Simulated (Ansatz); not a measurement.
Runs of Ansatz 0.2.0 on CaO. It takes space group Fm-3m (No. 225, cubic). Conventional cell: a = 4.807 Å, b = 4.807 Å, c = 4.807 Å, α = 90.00°, β = 90.00°, γ = 90.00°. Ca (site symmetry m-3m) has 6 O at 2.40 Å as nearest neighbours. O (site symmetry m-3m) has 6 Ca at 2.40 Å as nearest neighbours. The cell is a database's computed one.

```tsv
task	level	cell	k mesh	cutoff (eV)	points for each segment of the path	mesh quality	gap on the mesh (eV)	pressure (GPa)	relaxed volume (Å³/atom)
relaxation of cell and atoms	HSE06	relaxed	5 × 5 × 5	420	-	coarse	5.51	0.0	13.81
relaxation of cell and atoms	HSEsol	relaxed	5 × 5 × 5	420	-	coarse	5.41	0.0	13.42
band structure	r2SCAN0	as given	5 × 5 × 5	500	4	coarse	6.63	-2.1	-
band structure	B3LYP	as given	5 × 5 × 5	420	4	coarse	5.86	(b)	-
relaxation of cell and atoms	PBEsol+D3(BJ)	relaxed	10 × 10 × 10	420	-	not flagged	3.53	0.0	13.16
band structure	HSE03	as given	5 × 5 × 5	420	4	coarse	5.25	-0.6	-
relaxation of cell and atoms	PBEsol+D4	relaxed	10 × 10 × 10	420	-	not flagged	(a)	0.0	13.40
band structure	r2SCAN50	as given	5 × 5 × 5	500	4	coarse	8.93	-3.3	-
relaxation of cell and atoms	RPBE+D4	relaxed	10 × 10 × 10	420	-	not flagged	3.77	0.0	14.06
relaxation of cell and atoms	revPBE+D3(BJ)	relaxed	10 × 10 × 10	420	-	not flagged	3.73	0.0	13.67
relaxation of cell and atoms	revPBE+D4	relaxed	10 × 10 × 10	420	-	not flagged	3.74	0.0	13.95
relaxation of cell and atoms	PBEsol0	relaxed	5 × 5 × 5	420	-	coarse	6.16	0.0	13.42
```

Alike in all rows: potentials or basis Ansatz PAW; no spin polarisation; smearing fermi-dirac 0.05 eV.

Estimate the missing entries.

(a) 3.54; (b) 1.7.

Caveats: some runs use coarse meshes; the PAW data sets come from PBE, with cores solved anew for the run's functional, which leaves a small shift of forces and pressure; the plane-wave basis is chosen anew once the cell has moved, so the energies of steps on either side of that aren't comparable (some runs); the k mesh misses the band edges, so the gap on the mesh is wider than the one along the path (some runs); the thresholds are loose for stress (some runs); odd divisions of the mesh miss points on the zone boundary, where band edges often lie, so the gap on the mesh can be too wide (some runs).

Runs at the PBE level aren't shown here.
